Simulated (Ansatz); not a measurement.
**WSi2: pressure against volume**

WSi2, I4/mmm, a = 3.229 Å, c = 7.867 Å. Ansatz: PBE, PAW, 420 eV, Γ-centred 18×18×18 mesh on 3 atoms, Gaussian smearing 0.10 eV; no spin polarisation. Shape and atoms are relaxed at each volume; pressure is positive in compression.

```tsv
V (Å³/atom)	P (GPa)
12.851	?
13.261	7.09
13.671	0.01
14.082	-6.00
14.492	-11.10
```

Take V0 = 13.671 Å³/atom, count pressures from its P0 = 0.01 GPa, fit the third-order Birch–Murnaghan form to the other rows, and predict the missing pressure.

With the Eulerian strain f = ½[(V0/V)^(2/3) − 1] and y = (P − P0)/[3f(1 + 2f)^(5/2)], the form is the line y = B0 + 1.5 B0 (B0′ − 4) f. Rows (f, y): 0.01025, 218.9; -0.00978, 215.2; -0.01907, 214.0. Means f = -0.006200, y = 216.03; Σ(Δf)² = 0.0004491, ΣΔfΔy = 0.07631; the slope is their ratio. y = 217.1 + 169.9 f GPa, so B0 = 217.1 GPa and B0′ = 4 + 2 × (169.9)/(3 × 217.1) = 4.52. At V = 12.851, f = 0.02105, y = 220.68 and P = 15.46 GPa. The run gave 15.41 GPa, so the fit is 0.05 GPa too high, a small miss on the scale of the series. The form still works here, 33 % of the fitted range beyond its end.

Spin–orbit coupling is left out, which can shift energies with elements as heavy as these.